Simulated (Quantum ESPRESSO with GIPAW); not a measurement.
# Strain and the 15N shielding in AlN

GIPAW runs (PBEsol, plane-wave PAW from pslibrary 1.0.0 recipes, cutoffs 55 and 340 Ry, one 8×8×6 mesh for all shielding runs; Quantum ESPRESSO with GIPAW, a patched development version; no spin-orbit coupling, no macroscopic shape term) on AlN, space group P6_3/mmc before straining. The cell below is strained equally along all axes, and the atoms keep their fractional coordinates.

```xyz
4
Lattice="3.3121 0.0000 0.0000 -1.6561 2.8684 0.0000 0.0000 0.0000 4.1876" Properties=species:S:1:pos:R:3 pbc="T T T"
Al    1.6561    0.9561    1.0469
Al    0.0000    1.9123    3.1407
N     1.6561    0.9561    3.1407
N     0.0000    1.9123    1.0469
```

The cell is a computed entry of the Materials Project; it need not be the form that is stable at ambient conditions.

The bonds are those of N (atom 3; bound to Al5). One row is withheld.

```tsv
strain (%)	mean bond (Å)	σ_iso Al (ppm)	σ_iso N (ppm)	span N (ppm)
-1.5	1.9551	503.86	97.85	1.5
-1.125	1.9625	?	?	?
-0.75	1.9700	503.91	94.44	1.9
0	1.9849	503.91	90.76	5.2
+0.375	1.9923	503.88	88.81	7.0
+0.75	1.9997	503.85	86.79	8.7
+1.5	2.0146	503.73	82.53	12.3
```

**Task.** Fit σ_iso of N against strain, judge whether a straight line is enough, and predict the withheld row at -1.125 %.

1. With n = 6: Σx = 0.375, Σy = 541.18, Σx² = 5.7656, Σxy = 4.586.

2. Slope b = (nΣxy − ΣxΣy)/(nΣx² − (Σx)²) = -5.09 ppm per %, intercept a = (Σy − bΣx)/n = 90.51 ppm.

3. Residuals (run less line), in the order of the table: -0.30, +0.11, +0.25, +0.20, +0.09, -0.35 ppm. They bend in one sense; the largest is 2.3 % of the range of σ, so a quadratic term is needed: σ = 90.76 − 5.105 x − 0.253 x², with residuals of 0.01 ppm or less.

4. At -1.125 % (inside the fitted range) the line gives 96.24 ppm and the parabola 96.18 ppm.

5. The run gives:

```tsv
strain (%)	mean bond (Å)	σ_iso Al (ppm)	σ_iso N (ppm)	span N (ppm)
-1.125	1.9625	503.89	96.18	0.2
```

Prediction less run: the line misses by +0.06 ppm, the parabola hits it to the digits shown. By the parabola, a strain of +1 % changes σ of N by -5.36 ppm and one of −1 % by +4.85 ppm; the mean slope is -5.09 ppm per %, or 2.6 ppm for 0.01 Å of mean bond length. The shift moves the opposite way, scaled by the slope of a reference line. Over the table σ of Al goes from 503.86 to 503.73 ppm, not steadily. Zero strain is the database's lattice, not this functional's rest cell, and neither cutoff nor mesh was tested for the slopes. The omitted shape term, common to all sites, changes with strain too. This build of gipaw.x prints that it is not audited and that its numbers are no references by themselves.

[Banner, clock, file and message-heading lines were taken out of the pw.x and gipaw.x logs.]

[Logs are printed without paths, hosts, clocks, repeated set-up lines and the standing remarks that a program may print on its own settings, such as how far it seeks lower states.]

[Hosts, paths, dates, database ids (printed as entryN), source tags and the programs' standing remarks are cut or masked in the printed files.]
